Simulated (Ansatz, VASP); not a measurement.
Given: the input of a run of VASP 6.6.1 on PbSe (Clausthalite).

The input INCAR:

```
  PREC = Accurate
  ENCUT = 520
  EDIFF = 1E-6
  ISMEAR = -1
  SIGMA = 0.05
  LREAL = False
  LASPH = True
  NELM = 100
  ALGO = Normal
  ISIF = 2
  LWAVE = False
  LCHARG = True
  GGA = PS
  LELF = True
  LVHAR = True
  NBANDS = 17
```

File KPOINTS:

```
Automatic mesh
0
Gamma
  8 8 8
```

Contents of POSCAR:

```
PbSe
1.0
    0.0000000000      3.0401081059      3.0401081059
    3.0401081059      0.0000000000      3.0401081059
    3.0401081059      3.0401081059      0.0000000000
Pb Se
1 1
Direct
    0.0000000000      0.0000000000      0.0000000000
    0.5000000000      0.5000000000      0.5000000000
```

Potentials or basis: VASP PAW PBE potentials, release 64 (Pb_d, Se).

The run is started by

```bash
$ cat potpaw_PBE.64/Pb_d/POTCAR potpaw_PBE.64/Se/POTCAR > POTCAR
$ mpirun -np 1 vasp_std > vasp.out
```

**Question.** Set up the same calculation for Ansatz 0.2.0. Potentials there: all-electron LAPW, scalar-relativistic.

**Answer.** As run (the cutoff follows the program's own potentials):

Contents of input.yaml:

```yaml
crystal:
  lattice:
    - [0.0, 3.0401081059, 3.0401081059]
    - [3.0401081059, 0.0, 3.0401081059]
    - [3.0401081059, 3.0401081059, 0.0]
  atoms:
    - { symbol: Pb, position: [0.0, 0.0, 0.0] }
    - { symbol: Se, position: [0.5, 0.5, 0.5] }
kpoints:
  mp_grid: { grid: [8, 8, 8] }
scf:
  occupations: { method: fermi_dirac, width: 0.05 }
hamiltonian:
  xc: pbesol
  pseudopotentials: { kind: all_electron, lapw: { basis_error: 0.0005 } }
output:
  forces: true
  stress: true
  eigenvalues: true
```

Potentials or basis: all-electron LAPW, scalar-relativistic.

Launch:

```sh
$ ansatz run input.yaml --threads 1 --pin off --max-ram 3072MiB --backend cpu --events-out ev --progress --plain --runs-dir out
```

Both were run:

|  | VASP | Ansatz | Ansatz less VASP |
| --- | --- | --- | --- |
| gap on the k mesh at the Fermi level (eV) | 0.13 | 0.13 | -0.006 |
| least direct gap on the mesh (eV) | 0.13 | 0.13 | -0.006 |
| pressure (GPa) | 0.6 | 0.6 | +0.01 |

Ansatz ran all-electron here, so the differences hold the error of VASP's frozen core and of both bases.

Caveats: spin-orbit coupling is left out, which as a rule narrows the gap of such compounds by several tenths of an eV; the PAW data sets were made with another functional, which shifts forces and pressure a little (VASP).
